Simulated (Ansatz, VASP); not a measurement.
**Two plane-wave programs on Al32H (a cell with a defect)**

```
Al H
1.0
     8.10000    0.00000    0.00000
     0.00000    8.10000    0.00000
     0.00000    0.00000    8.10000
Al H
32 1
Direct
  0.50091 0.99909 0.00091
  0.74998 0.25000 0.00055
  0.74999 0.00447 0.25001
  0.99908 0.99908 0.00092
  0.25000 0.25000 0.00010
  0.50091 0.50091 0.00091
  0.74999 0.75000 0.99547
  0.25003 0.99947 0.25001
  0.50050 0.25000 0.25001
  0.74999 0.49551 0.25001
  0.50091 0.99909 0.49909
  0.74998 0.25000 0.49949
  0.74998 0.99947 0.74999
  0.99908 0.50092 0.00092
  0.25003 0.75000 0.00055
  0.99943 0.25000 0.25001
  0.25003 0.50053 0.25001
  0.49562 0.75000 0.25001
  0.99908 0.99908 0.49909
  0.25000 0.25000 0.49991
  0.50091 0.50091 0.49909
  0.74999 0.75000 0.50443
  0.25000 0.99991 0.75000
  0.50009 0.25000 0.75000
  0.74998 0.50053 0.74999
  0.00458 0.75000 0.25001
  0.99908 0.50092 0.49909
  0.25003 0.75000 0.49949
  0.99990 0.25000 0.75000
  0.25000 0.50010 0.75000
  0.50050 0.75000 0.74999
  0.99943 0.75000 0.74999
  0.75143 0.74990 0.24929
```

Alike in both runs: functional PBE; dispersion D3(BJ); k mesh 2 × 2 × 2; occupations gaussian, width 0.15 eV; no spin polarisation.

Ansatz relaxed the structure, and its values are those at the end. VASP's run is a single point on that final structure, the one shown.

```csv
,VASP,Ansatz
version,VASP 6.6.1,Ansatz 0.2.0
potentials or method,"VASP PAW PBE potentials, release 64 (Al, H)","scalar-relativistic, plane waves, PAW"
plane-wave cutoff (eV),520,420
valence electrons in the cell,97,97
```

Ansatz gave:

| Property | Result |
| --- | --- |
| rms of the force components (eV/Å) | 0.006 |
| dispersion energy (meV/atom) | -328.4 |

Question: What did VASP give for the same quantities?

Answer: rms of the force components (eV/Å): 0.007; dispersion energy (meV/atom): -328.3.

With one functional, cell and mesh, what is left measures potentials, basis and numerics.

Caveats: the k mesh is coarse (spacing up to 0.39 Å⁻¹), so the values aren't converged.
